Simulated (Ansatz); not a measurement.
Crystal: CuO.

```
Cu O
1.0
     0.00000   -2.11656   -2.11656
    -2.11656    0.00000   -2.11656
     2.11656    2.11656   -4.23312
Cu O
2 2
Direct
  0.50389 0.47699 0.48801
  0.00389 0.97699 0.98801
  0.74611 0.77301 0.76199
  0.24611 0.27301 0.26199
```

The cell comes from a database or a generator and needn't be the stable form of this composition.

The cell isn't the ideal one: all O atoms moved 0.2 Å in one direction.

Base run:

| Quantity | Value |
| --- | --- |
| Program | Ansatz 0.2.0 |
| Functional | PBE |
| Potentials or basis | Ansatz PAW |
| Cutoff | 420 eV (not typed: the program's choice for these potentials) |
| k mesh | 10 × 10 × 6 |
| Occupations | fermi-dirac, width 0.05 eV |
| Spin | no spin polarisation |

Its results: band gap on the k mesh none (metal or under the smearing width); pressure 5.6 GPa; largest force 1.199 eV/Å.

Task: The run is repeated on the same cell with these changes: hubbard terms from none to Cu d U = 6 eV; hubbard projectors from none to ortho-atomic (the default). What comes out?

Result: Band gap on the k mesh none (metal or under the smearing width); pressure 8.9 GPa; largest force 1.366 eV/Å.

Caveats: the run has no spin polarisation, though such a crystal can be magnetic; forces of over 1 eV/Å show positions far from the minimum, so gaps and moduli don't describe the material at rest; semilocal functionals often make such compounds metallic where correlation or magnetic order opens a gap, which also shifts bond lengths (some runs); U without spin polarisation on a metal has little footing (some runs).
